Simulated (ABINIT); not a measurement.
PbS:

```
CELL_PARAMETERS angstrom
3.65366 0.00000 0.00000
0.00000 3.65366 0.00000
0.00000 0.00000 3.65366
ATOMIC_POSITIONS crystal
Pb 0.00000 0.00000 0.00000
S 0.50000 0.50000 0.50000
```

Measurements of this composition are mostly on another form, of space group No. 225.

Program: ABINIT 10.8.3 (patched build). Alike in all runs: task single point; potentials or basis JTH PAW PBE v2.0; no spin polarisation; cell as given; k mesh 7 × 7 × 7; cutoff (eV) 707; smearing fermi-dirac 0.05 eV.

Question: Order these runs on this cell by their pressure, lowest first.
A. level LDA
B. level PBEsol
C. level BLYP
D. level RPBE
E. level PW91

Answer: A (-5.4 GPa), B (-3.7 GPa), E (-0.3 GPa), D (1.8 GPa), C (4.3 GPa).

Caveats: the PAW data sets were made with another functional, which shifts forces and pressure a little.

Runs at the PBE level aren't shown here.
